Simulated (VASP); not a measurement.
## KTaO3 under changes of volume

One of the cells (12.868 Å³/atom); the others are scaled copies at fixed shape and fractional positions:

```xyz
5
Lattice="4.0070 0.0000 0.0000 0.0000 4.0070 0.0000 0.0000 0.0000 4.0070" Properties=species:S:1:pos:R:3 pbc="T T T"
Ta    0.0000    0.0000    0.0000
K     2.0035    2.0035    2.0035
O     0.0000    0.0000    2.0035
O     0.0000    2.0035    0.0000
O     2.0035    0.0000    0.0000
```

```yaml
Program: VASP 6.6.1
Functional: PBE
Dispersion: D3(BJ)
Potentials_or_basis: VASP PAW PBE potentials, release 64 (Ta_pv, K_sv, O)
Cutoff: 520 eV
k_mesh: 6 × 6 × 6
Occupations: gaussian, width 0.02 eV
Spin: no spin polarisation
```

```csv
volume (Å³/atom),energy over the lowest point (meV/atom),pressure (GPa),gap on the mesh (eV)
12.353,14.75,8.9,2.23
12.610,3.84,4.3,2.19
12.868,0.00,0.2,2.14
13.125,2.51,-3.6,2.10
13.382,?,?,?
```

Problem. What does the run at 13.382 Å³/atom give?

Solution. Energy over the lowest point 10.66 meV/atom; pressure -6.9 GPa; gap on the mesh 2.06 eV.

Worked out: A Birch-Murnaghan fit of order 2 (a polynomial in V^(-2/3)) to the other rows has its minimum at 12.89 Å³/atom with B0 = V·E''(V) = 197 GPa. It gives 10.80 meV/atom at 13.382 Å³/atom, against the run's 10.66, and -dE/dV = -6.8 GPa, against -6.9. A straight line through the other rows of the gap, of slope -2.18 eV per unit of ln V, extrapolates to 2.06 eV, against the run's 2.06.

Energies are extrapolated to zero smearing.

Caveats: spin-orbit coupling is left out, which moves the levels of the heavy elements.

A mesh can miss the band edges.
